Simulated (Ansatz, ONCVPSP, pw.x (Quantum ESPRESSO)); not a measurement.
# pw.x on fcc Si: one setting changed

Potential: optimised norm-conserving Vanderbilt (ONCV), ONCVPSP 4.0.1, PBEsol; core [Ne], reference 3s2 3p2; waves: 3s: rc 2.20 bohr, ncon 4, nbas 9, qcut 4.1 1/bohr, 2 projectors, debl 3.5 Ha; 3p: rc 1.86 bohr, ncon 4, nbas 8, qcut 4.6 1/bohr, 2 projectors, debl 2.4 Ha; d scattering state at 0.02 Ha: rc 2.10 bohr, ncon 4, nbas 8, qcut 5.1 1/bohr, 2 projectors, debl 1.4 Ha; local part: polynomial inside 1.62 bohr (lpopt 4, dvloc0 0 Ha); core correction: Teter function, fcfact 2.75, rcfact 1.15.

The reference run (k-mesh 15³, cutoffs 50/200 Ry, Fermi–Dirac 0.01 Ry, mixing_beta 0.4, conv_thr 1e-9, no spin) gives 0.56 GPa at 14.001 Å³/atom, where all-electron LAPW gives 0.43 GPa. This run, with its own iteration cap, changes diagonalization to cg.

```
&control
  calculation='scf', prefix='x', pseudo_dir='./', outdir='./tmp', tstress=.true., disk_io='none'
/
&system
  ibrav=0, nat=1, ntyp=1, ecutwfc=50, ecutrho=200, nbnd=9,
  occupations='smearing', smearing='fd', degauss=0.01
/
&electrons
  conv_thr=1e-09, mixing_beta=0.4, electron_maxstep=50, diagonalization='cg'
/
ATOMIC_SPECIES
Si 1.0 Si.UPF
CELL_PARAMETERS angstrom
  0.00000000 1.91297673 1.91297673
  1.91297673 0.00000000 1.91297673
  1.91297673 1.91297673 0.00000000
ATOMIC_POSITIONS crystal
Si 0.0000 0.0000 0.0000
K_POINTS automatic
15 15 15 0 0 0
```

```bash
pw.x < Si.scf.in > Si.scf.out
```

Problem. How does the run end?

Solution. It converges in 9 iterations; the free energy moves by +0.0 meV/atom and the pressure by +0.00 GPa. The result is that of the reference run.

```
Message from routine setup:
     using ibrav=0 with symmetry is DISCOURAGED, use correct ibrav instead
     lattice parameter (alat)  =       5.1124  a.u.
     unit-cell volume          =      94.4834 (a.u.)^3
     number of electrons       =         4.00
     number of Kohn-Sham states=            9
     kinetic-energy cutoff     =      50.0000  Ry
     charge density cutoff     =     200.0000  Ry
     scf convergence threshold =      1.0E-09
     Exchange-correlation= PBESOL
     number of k points=   120  Fermi-Dirac smearing, width (Ry)=  0.0100
     iteration #  1     ecut=    50.00 Ry     beta= 0.40
     c_bands:  1 eigenvalues not converged
     total energy              =      -8.10874256 Ry
     estimated scf accuracy    <       0.00418717 Ry
     iteration #  2     ecut=    50.00 Ry     beta= 0.40
     total energy              =      -8.10820812 Ry
     estimated scf accuracy    <       0.00129791 Ry
     iteration #  3     ecut=    50.00 Ry     beta= 0.40
     total energy              =      -8.10828269 Ry
     estimated scf accuracy    <       0.00000419 Ry
     iteration #  4     ecut=    50.00 Ry     beta= 0.40
     total energy              =      -8.10828715 Ry
     estimated scf accuracy    <       0.00000388 Ry
     iteration #  5     ecut=    50.00 Ry     beta= 0.40
     total energy              =      -8.10828746 Ry
     estimated scf accuracy    <       0.00000045 Ry
     iteration #  6     ecut=    50.00 Ry     beta= 0.40
     total energy              =      -8.10828740 Ry
     estimated scf accuracy    <       0.00000023 Ry
     iteration #  7     ecut=    50.00 Ry     beta= 0.40
     total energy              =      -8.10828740 Ry
     estimated scf accuracy    <       0.00000001 Ry
     iteration #  8     ecut=    50.00 Ry     beta= 0.40
     total energy              =      -8.10828740 Ry
     estimated scf accuracy    <          1.1E-09 Ry
     iteration #  9     ecut=    50.00 Ry     beta= 0.40
     the Fermi energy is    11.1108 ev
!    total energy              =      -8.10828740 Ry
     estimated scf accuracy    <          7.8E-10 Ry
     smearing contrib. (-TS)   =      -0.00196962 Ry
     The total energy is F=E-TS. E is the sum of the following terms:
     one-electron contribution =       4.76765965 Ry
     hartree contribution      =       0.02674852 Ry
     xc contribution           =      -2.75442567 Ry
     ewald contribution        =     -10.14630027 Ry
     convergence has been achieved in   9 iterations
          total   stress  (Ry/bohr**3)                   (kbar)     P=        5.64
     Message from routine punch:
     Nothing written, as per user request (disk_io='none')
```

The run took about 11 s on one core of a shared host (Intel(R) Xeon(R) Platinum 8488C, 192 threads, 744 GiB, load 108).
